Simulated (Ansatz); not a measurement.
# Re: pressure and energy change per atom as volume scale varies

Results calculated with Ansatz 0.2.0, not measured. Plane-wave DFT, scalar-relativistic PAW made under PBE with cores redone for the functional, no dispersion; the given relaxed cell is scaled uniformly, energy at zero smearing counts from the unscaled cell, pressure at the given Fermi-Dirac smearing is positive in compression.

The cell before it is scaled or strained (space group Im-3m, No. 229):
```
cell vectors (Å)
  -1.5623     1.5623     1.5623
   1.5623    -1.5623     1.5623
   1.5623     1.5623    -1.5623
atoms (fractions of the cell vectors)
Re  0.00000  0.00000  0.00000
```

Settings of every row: spin polarised no; functional RPBE; wave cutoff 420 eV; smearing width 0.1 eV; k mesh 16x16x16.

Atom starting moment: 0 on all atoms.

Limits: all rows lie far from zero pressure; no spin-orbit coupling, which can matter with elements this heavy; the cell comes from a prototype or a list of computed structures and needn't be the stable phase.

| row | volume scale | V (Å³/atom) | pressure (GPa) | energy change per atom (meV) |
| --- | --- | --- | --- | --- |
| 1 | 0.88 | 13.423 | 58.7 | 297.73 |
| 2 | 0.92 | 14.033 | 34.78 | 122.16 |
| 3 | 0.96 | 14.643 | 15.61 | 28.31 |
| 4 | 1.04 | 15.863 | ? | ? |
| 5 | 1.08 | 16.473 | -21.88 | 90.41 |
| 6 | 1.12 | 17.083 | -29.69 | 190.14 |

Question: what pressure and energy change per atom should row 4 give?

Worked fit of pressure. Take u = (V_r/V)^(2/3) − 1 with V_r = 14.643 Å³ an atom, which is twice the finite (Eulerian) strain; such expansions in the strain, on which the Birch-Murnaghan equation of state is built, carry the rest volume and the bulk modulus. The shown rows have u = 0.05971, 0.02877, 0, -0.0755, -0.09765. Least squares give pressure = 15.625 + 622.52 × u + 1635.4 × u² GPa; a straight line predicts inner rows, each left out in turn, worse (root mean square 4.3 against 0.2 GPa). The rows lie off it by 0.07, -0.11, -0.02, 0.17, -0.12 (root mean square 0.11 GPa). The pressure vanishes at u = -0.0270, or V = 15.26 Å³ an atom, and there the bulk modulus at fixed shape and fractions is B = −V dP/dV = (2/3)(1 + u) dP/du = 346 GPa. The withheld row has u = -0.05195, so the fit gives 15.625 + 622.52 × (-0.05195) + 1635.4 × (-0.05195)² = -12.30 GPa.

The calculation gave -12.05 GPa. The fit lies 0.25 GPa (2.1 % of the value, 0.28 % of the column's range) below it; its largest miss of a shown row is 0.17 GPa.

Worked fit of energy change per atom. Take u = (V_r/V)^(2/3) − 1 with V_r = 14.643 Å³ an atom, which is twice the finite (Eulerian) strain; such expansions in the strain, on which the Birch-Murnaghan equation of state is built, carry the rest volume and the bulk modulus. The shown rows have u = 0.05971, 0.02877, 0, -0.0755, -0.09765. Least squares give energy change per atom = 28.522 + 2158.95 × u + 39174.2 × u² meV; a straight line predicts inner rows, each left out in turn, worse (root mean square 100 against 1.8 meV). The rows lie off it by 0.63, -0.90, -0.21, 1.59, -1.11 (root mean square 1 meV). The withheld row has u = -0.05195, so the fit gives 28.522 + 2158.95 × (-0.05195) + 39174.2 × (-0.05195)² = 22.09 meV.

The calculation gave 24.2 meV. The fit lies 2.11 meV (8.7 % of the value, 0.77 % of the column's range) below it; its largest miss of a shown row is 1.59 meV.
